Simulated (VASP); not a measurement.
Consider the following.

```xyz
2
Lattice="4.2090 0.0000 0.0000 0.0000 4.2090 0.0000 0.0000 0.0000 4.2090" Properties=species:S:1:pos:R:3 pbc="T T T"
Cs     0.0000     0.0000     0.0000
Cl     2.1045     2.1045     2.1045
```

The numbers are results of PBE GGA, VASP's PBE PAW potentials (set 64) (plane waves; VASP), not measurements. Run with 400 eV cut-off, 8×8×8 Γ-centred mesh, Gaussian smearing of 0.010 eV, potentials Cs_sv Cl.

Give the direction-averaged independent-particle dielectric function (no local fields, no excitons; a broadening of 0.1 eV leaves a tail below the gap, and fine structure carries the noise of the k-mesh).

| ħω (eV) | ε₁ | ε₂ |
|---|---|---|
| 0.00 | 2.99 | 0.00 |
| 0.40 | 3.00 | 0.00 |
| 0.90 | 3.01 | 0.00 |
| 1.40 | 3.04 | 0.01 |
| 1.80 | 3.08 | 0.01 |
| 2.30 | 3.13 | 0.01 |
| 2.80 | 3.21 | 0.02 |
| 3.30 | 3.32 | 0.03 |
| 3.70 | 3.43 | 0.03 |
| 4.20 | 3.62 | 0.05 |
| 4.70 | 3.93 | 0.09 |
| 5.20 | 4.44 | 0.24 |
| 5.60 | 4.79 | 0.80 |
| 6.10 | 5.32 | 1.32 |
| 6.60 | 4.67 | 3.29 |
| 7.10 | 2.60 | 4.57 |
| 7.50 | 1.81 | 2.57 |
| 8.00 | 3.13 | 2.51 |
| 8.50 | 2.98 | 3.64 |
| 9.00 | 0.50 | 2.40 |
| 9.40 | 1.38 | 2.17 |
| 9.90 | 1.20 | 1.54 |
| 10.40 | 1.75 | 0.85 |
| 10.90 | 2.47 | 0.75 |
ε₂ peaks at 7.0 eV (height 4.6), 8.7 eV (height 4.4); ε₁(0) averages 2.99, so the electronic refractive index below the gap tends to √2.99 = 1.73.

The compound is CsCl in the CsCl type structure. It was relaxed first, which changed the volume by +7 %.
